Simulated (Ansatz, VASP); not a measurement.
# CdS: VASP beside Ansatz

```
Cd S
1.0
     0.00000    3.16127    2.46579
     3.16127    0.00000    2.46579
     3.16127    3.16127    0.00000
Cd S
1 1
Direct
  0.00000 0.00000 0.00000
  0.75000 0.75000 0.75000
```

Alike in both runs: task single point; functional PBE; k mesh 10 × 10 × 10; occupations gaussian, width 0.05 eV; no spin polarisation.

|  | VASP | Ansatz |
| --- | --- | --- |
| version | VASP 6.6.1 | Ansatz 0.2.0 |
| potentials or method | VASP PAW PBE potentials, release 64 (Cd, S) | scalar-relativistic, plane waves, PAW |
| plane-wave cutoff (eV) | 520 | 420 |
| valence electrons in the cell | 18 | 26 |

|  | VASP | Ansatz | Ansatz less VASP |
| --- | --- | --- | --- |
| gap on the k mesh at the Fermi level (eV) | 0.79 | 0.78 | -0.007 |
| least direct gap on the mesh (eV) | 0.79 | 0.78 | -0.007 |
| pressure (GPa) | 1.8 | 1.5 | -0.34 |
| largest component of the traceless stress (GPa) | 1.60 | 1.67 | +0.076 |

The two sets of potentials don't hold the same shells in valence.

Expect the measured gap to be larger: semilocal functionals such as PBE lack the derivative discontinuity.
